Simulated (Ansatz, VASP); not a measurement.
## One calculation of HfB2, two programs

Contents of INCAR:

```
PREC     = Accurate       # precision mode
ENCUT    = 520            # plane-wave cutoff, eV
EDIFF    = 1E-8           # SCF threshold, eV
ISMEAR   = -1             # smearing method
SIGMA    = 0.05           # smearing width, eV
LREAL    = F              # projectors in reciprocal space
LASPH    = T              # aspherical terms in the spheres
NELM     = 80             # most SCF steps
ALGO     = Normal         # electronic algorithm
ISIF     = 2              # what is computed and relaxed
LWAVE    = F              # write WAVECAR
LCHARG   = F              # write CHGCAR
GGA      = PS             # functional
LEFG     = T            
NBANDS   = 15             # bands
```

KPOINTS

```
regular mesh
0
Gamma
  10 10 8
```

The input POSCAR:

```
HfB2
1.0
    3.1326790839      0.0000000000      0.0000000000
   -1.5663395419      2.7129796685      0.0000000000
    0.0000000000      0.0000000000      3.4792139900
Hf B
1 2
Direct
    0.0000000000      0.0000000000      0.0000000000
    0.2066666667      0.6033333333      0.5000000000
    0.7933333333      0.3966666667      0.5000000000
```

Input for Ansatz:

```yaml
crystal:
  lattice:
    - [3.1326790839, 0.0, 0.0]
    - [-1.5663395419, 2.7129796685, 0.0]
    - [0.0, 0.0, 3.47921399]
  atoms:
    - { symbol: Hf, position: [0.0, 0.0, 0.0] }
    - { symbol: B, position: [0.2066666667, 0.6033333333, 0.5] }
    - { symbol: B, position: [0.7933333333, 0.3966666667, 0.5] }
kpoints:
  mp_grid: { grid: [10, 10, 8] }
scf:
  occupations: { method: fermi_dirac, width: 0.05 }
hamiltonian:
  xc: pbesol
  pseudopotentials: { kind: all_electron, datasets: crystal }
output:
  forces: true
  stress: true
  eigenvalues: true
  efg: { contact_densities: true }
```

Change from the starting cell: shortest bond scaled by 0.62, crystal datasets.

Alike in both runs: task electric field gradients; functional PBEsol; k mesh 10 × 10 × 8; occupations fermi-dirac, width 0.05 eV; no spin polarisation.

```csv
,VASP,Ansatz
version,VASP 6.6.1,Ansatz 0.2.0
potentials or method,"VASP PAW PBE potentials, release 64 (Hf_pv, B)","all-electron PAW with datasets made for the crystal, scalar-relativistic"
plane-wave cutoff (eV),520,see its input
```

Ansatz gave:

* pressure (GPa): 65.6
* largest component of the traceless stress (GPa): 80.84
* rms of the force components (eV/Å): 16.972
* Vzz of the field gradient on the site that differs most (V/Å²): -80.9

**Question.** Which values does VASP return?

**Answer.** Pressure (GPa): 66.6; largest component of the traceless stress (GPa): 82.36; rms of the force components (eV/Å): 17.282; Vzz of the field gradient on the site that differs most (V/Å²): -73.7.

Atom by atom the forces differ by 0.310 eV/Å (rms over components). Ansatz ran all-electron here, so the differences hold the error of VASP's frozen core and of both bases. Ansatz warned: «gradients_without_spin_orbit».

Caveats: the cell as given lies far from equilibrium; so large a pressure means that the cell lies far from this level's equilibrium, or that cutoff or potentials fall short (VASP); the potentials were made for another functional, which shifts forces and pressure (VASP). The runs have no spin-orbit coupling, so splittings on Hf are missing.
